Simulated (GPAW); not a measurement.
A run of GPAW 26.7.0:

run.py

```python
import numpy as np
from ase.dft.bandgap import bandgap
from ase.io import read, write
from ase.units import GPa
from gpaw import GPAW, PW
from gpaw.spinorbit import soc_eigenstates

atoms = read('Sr.cif')

calc = GPAW(mode=PW(600),
            xc='MGGA_X_TASK+LDA_C_PW',
            kpts={'size': (8, 8, 8), 'gamma': True},
            occupations={'name': 'fermi-dirac', 'width': 0.05},
            nbands=12,
            convergence={'density': 1e-05, 'energy': 1e-05},
            maxiter=150,
            txt='gpaw.txt')
atoms.calc = calc
energy = atoms.get_potential_energy()
forces = atoms.get_forces()
stress = atoms.get_stress()
calc.write('gs.gpw')
write('result.traj', atoms)
print(f'Energy: {energy:.6f} eV')
print('Forces (eV/A):')
print(forces.round(4))
print('Stress (GPa):', (stress / GPa).round(3))
print('Fermi level:', round(calc.get_fermi_level(), 4), 'eV')
print(f'Gap: {bandgap(calc)[0]:.4f} eV, direct: {bandgap(calc, direct=True)[0]:.4f} eV')

path = atoms.cell.bandpath('GXWKGLUWLK,UX', npoints=60, eps=1e-4)
bs_calc = calc.fixed_density(kpts=path, symmetry='off', nbands=23,
                             convergence={'bands': 'CBM+6.0', 'eigenstates': 1e-6}, txt='bands.txt')
bs = bs_calc.band_structure()
bs.write('bs.json')
print(f'Gap on the path: {bandgap(bs_calc)[0]:.4f} eV')

soc = soc_eigenstates(bs_calc, theta=0, phi=0, ignore_xc_potential=True)
np.savetxt('soc_bands.dat', soc.eigenvalues(), fmt='%.4f')
mesh = soc_eigenstates('gs.gpw', theta=0, phi=0, ignore_xc_potential=True)
np.savetxt('soc_mesh.dat', mesh.eigenvalues(), fmt='%.4f')
print('Fermi level with spin-orbit coupling:', round(mesh.fermi_level, 4), 'eV')
```

File Sr.cif:

```cif
data_Sr
_cell_length_a 4.30253263
_cell_length_b 4.30253263
_cell_length_c 4.30253263
_cell_angle_alpha 60.00000000
_cell_angle_beta 60.00000000
_cell_angle_gamma 60.00000000
_space_group_name_H-M_alt 'P1'
_space_group_name_Hall 'P 1'
_space_group_IT_number 1
loop_
_space_group_symop_operation_xyz
'x,y,z'
loop_
_atom_site_label
_atom_site_type_symbol
_atom_site_symmetry_multiplicity
_atom_site_Wyckoff_symbol
_atom_site_fract_x
_atom_site_fract_y
_atom_site_fract_z
_atom_site_occupancy
Sr1 Sr 1 a 0.0000000000 0.0000000000 0.0000000000 1
```

Potentials or basis: GPAW PAW data sets (gpaw-data 1.2.1), pw.

Run with:

```console
$ OMP_NUM_THREADS=1 python run.py
```

Hardware: 1 thread of Intel(R) Xeon(R) Platinum 8488C (Sapphire Rapids) (shared host).

Q: Estimate the wall time of this run.

A: It took 71 s on 1 thread of Intel(R) Xeon(R) Platinum 8488C (Sapphire Rapids), on a shared host, peak memory 0.3 GiB. Counts: scf iterations 21, plane waves 1895, bands 12, k points 29.
